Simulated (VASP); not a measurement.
# AlNi: electric field gradients, 5 variants

AlNi, C2/m (no. 12), 2 atoms in the cell. PBE, electric field gradients; PAW potentials Ni, Al (PBE set).

| Cell | Vzz of the first element (V/Å²) | Vzz of the second element (V/Å²) | Time (s) |
|---|---|---|---|
| strain = -0.02 | 22.44 | -20.92 | 182 |
| strain = -0.01 | 23.08 | -20.02 | 163 |
| as given | 24.20 | -19.00 | 164 |
| strain = 0.01 | 25.52 | -17.91 | 163 |
| strain = 0.02 | 26.81 | -16.80 | 166 |

## Input of the first row

INCAR:
```
ALGO = Normal
EDIFF = 1E-7
ENCUT = 400
GGA = PE
ISMEAR = 1
ISPIN = 2
KPAR = 2
LASPH = True
LCHARG = False
LEFG = True
LMAXMIX = 4
LORBIT = 11
LREAL = False
LWAVE = False
MAGMOM = 1 0
NELM = 120
PREC = Accurate
QUAD_EFG = 162 146.6
SIGMA = 0.1
```

KPOINTS:
```
k-points
0
Gamma
  18 18 11
```

POSCAR:
```
AlNi
1.0
    2.3006810000     -1.3946800000      0.0000000000
    2.3006810000      1.3946800000      0.0000000000
   -1.3564510000      0.0000000000      3.8032212400
Ni Al
1 1
Direct
    0.5000000000      0.5000000000      0.5000000000
    0.0000000000      0.0000000000      0.0000000000
```

Commands:
```
cat potpaw_PBE.64/Ni/POTCAR potpaw_PBE.64/Al/POTCAR > POTCAR
mpirun -np 2 vasp_std > vasp.out
```

VASP 6.6.1 took 182 s on 2 cores (Intel Xeon Platinum 8259CL @ 2.50GHz (Skylake/Cascade Lake)), a shared host.
